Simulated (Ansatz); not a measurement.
The system is TiO2.

```
Ti O
1.0
     6.15358   -1.88347    0.00000
     6.15358    1.88347    0.00000
    -1.92833    0.00000    6.32897
Ti O
4 8
Direct
  0.90007 0.90007 0.28960
  0.19529 0.19529 0.28376
  0.09993 0.09993 0.71040
  0.80471 0.80471 0.71624
  0.36193 0.36193 0.29340
  0.26349 0.26349 0.65250
  0.86719 0.86719 0.99529
  0.73651 0.73651 0.34750
  0.94165 0.94165 0.63002
  0.13281 0.13281 0.00471
  0.63807 0.63807 0.70660
  0.05835 0.05835 0.36998
```

The cell comes from a database or a generator and needn't be the stable form of this composition.

```yaml
Program: Ansatz 0.2.0
Task: relaxation of cell and atoms
Functional: PBE
Dispersion: D3(BJ)
Potentials_or_basis: Ansatz PAW
Cutoff: "420 eV (not typed: the program's choice for these potentials)"
k_mesh: 8 × 8 × 4
Occupations: fermi-dirac, width 0.05 eV
Spin: no spin polarisation
```

At the start: volume 12.23 Å³/atom.

Q: How do energy, volume and symmetry change on relaxing?

A: It ends after 10 steps and the volume is 11.97 Å³/atom (-2.1 %); space group C2/m (No. 12, to 0.05 Å).

The path:
```csv
step,energy change (eV),largest force (eV/Å),volume (Å³)
1,0.0000,0.1999,146.71
2,-0.0445,0.0969,144.52
3,-0.0515,0.0443,143.70
4,-0.0514,0.0693,143.76
5,-0.0522,0.0396,143.72
6,-0.0522,0.0231,143.75
7,-0.0523,0.0017,143.74
8,-0.0417,0.0017,143.74
9,-0.0421,0.0016,143.64
10,-0.0417,0.0016,143.64
```

Final structure:
```cif
data_structure
_symmetry_space_group_name_H-M 'P 1'
_symmetry_Int_Tables_number 1
_cell_length_a 6.3827
_cell_length_b 6.3827
_cell_length_c 6.5892
_cell_angle_alpha 106.267
_cell_angle_beta 106.267
_cell_angle_gamma 34.031
_cell_volume 143.64
loop_
_atom_site_label
_atom_site_type_symbol
_atom_site_fract_x
_atom_site_fract_y
_atom_site_fract_z
_atom_site_occupancy
Ti1 Ti 0.89939 0.89939 0.29004 1
Ti2 Ti 0.19380 0.19380 0.28155 1
Ti3 Ti 0.10061 0.10061 0.70996 1
Ti4 Ti 0.80620 0.80620 0.71845 1
O1 O 0.36149 0.36149 0.29305 1
O2 O 0.26474 0.26474 0.65418 1
O3 O 0.86850 0.86850 0.99679 1
O4 O 0.73526 0.73526 0.34582 1
O5 O 0.94167 0.94167 0.62951 1
O6 O 0.13150 0.13150 0.00321 1
O7 O 0.63851 0.63851 0.70695 1
O8 O 0.05833 0.05833 0.37049 1
```

Caveat: the plane-wave basis is chosen anew once the cell has moved, so the energies of steps on either side of that aren't comparable; the pressure holds a Pulay correction of +0.7 GPa for the finite cutoff.
